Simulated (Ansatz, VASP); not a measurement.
# Two plane-wave programs on Ca

The input INCAR:

```
SYSTEM = Ca
  PREC = Accurate
  ENCUT = 520
  EDIFF = 1E-7
  ISMEAR = 0
  SIGMA = 0.15
  LREAL = .False.
  LASPH = .True.
  NELM = 60
  ALGO = Normal
  ISIF = 2
  LWAVE = .False.
  LCHARG = .False.
  GGA = PE
  NBANDS = 11
```

Contents of KPOINTS:

```
regular mesh
0
Gamma
  14 14 14
  0 0 0
```

Contents of POSCAR:

```
Ca
1.0
    0.0000000000      2.7103740000      2.7942000000
    2.7103740000      0.0000000000      2.7942000000
    2.7103740000      2.7103740000      0.0000000000
Ca
1
Direct
    0.0000000000      0.0000000000      0.0000000000
```

Input for Ansatz:

```yaml
crystal:
  lattice:
    - [0.0, 2.710374, 2.7942]
    - [2.710374, 0.0, 2.7942]
    - [2.710374, 2.710374, 0.0]
  atoms:
    - { symbol: Ca, position: [0.0, 0.0, 0.0] }
basis:
  ecutwfc: 420
kpoints:
  mp_grid: { grid: [14, 14, 14] }
hamiltonian:
  xc: pbe
scf:
  occupations: { method: gaussian, width: 0.15 }
output:
  forces: true
  stress: true
  eigenvalues: true
```

Change from the starting cell: strain -0.030 along x and y, +0.000 along z, atoms carried along.

Alike in both runs: task single point; functional PBE; k mesh 14 × 14 × 14; occupations gaussian, width 0.15 eV; no spin polarisation.

```csv
,VASP,Ansatz
version,VASP 6.6.1,Ansatz 0.2.0
potentials or method,"VASP PAW PBE potentials, release 64 (Ca_sv)","scalar-relativistic, plane waves, PAW"
plane-wave cutoff (eV),520,420
valence electrons in the cell,10,10
```

```tsv
	VASP	Ansatz	Ansatz less VASP
gap on the k mesh at the Fermi level (eV)	none	none	-
pressure (GPa)	0.5	0.5	-0.01
largest component of the traceless stress (GPa)	0.19	0.19	0.000
```

A gap of «none» marks a metal or a gap that the smearing closes.
